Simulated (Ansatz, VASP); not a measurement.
## HfC in VASP and in Ansatz

```
CELL_PARAMETERS angstrom
0.00000 2.37060 2.37060
2.37060 0.00000 2.37060
2.37060 2.37060 0.00000
ATOMIC_POSITIONS crystal
Hf 0.50000 0.50000 0.50000
C 0.00000 0.00000 0.00000
```

Alike in both runs: task single point; functional PBE; k mesh 10 × 10 × 10; occupations fermi-dirac, width 0.05 eV; no spin polarisation.

```csv
,VASP,Ansatz
version,VASP 6.6.1,Ansatz 0.2.0
potentials or method,"VASP PAW PBE potentials, release 64 (Hf_pv, C)",Ansatz PAW
plane-wave cutoff (eV),520,420
valence electrons in the cell,14,30
```

Ansatz gave:

```
gap on the k mesh at the Fermi level (eV) : none
pressure (GPa)                            : -11.9
```

**Question.** Estimate VASP's values.

**Answer.** gap on the k mesh at the Fermi level (eV): none; pressure (GPa): -12.7.

A gap of «none» marks a metal or a gap that the smearing closes. The two sets of potentials don't hold the same shells in valence.

The runs have no spin-orbit coupling, so splittings on Hf are missing.
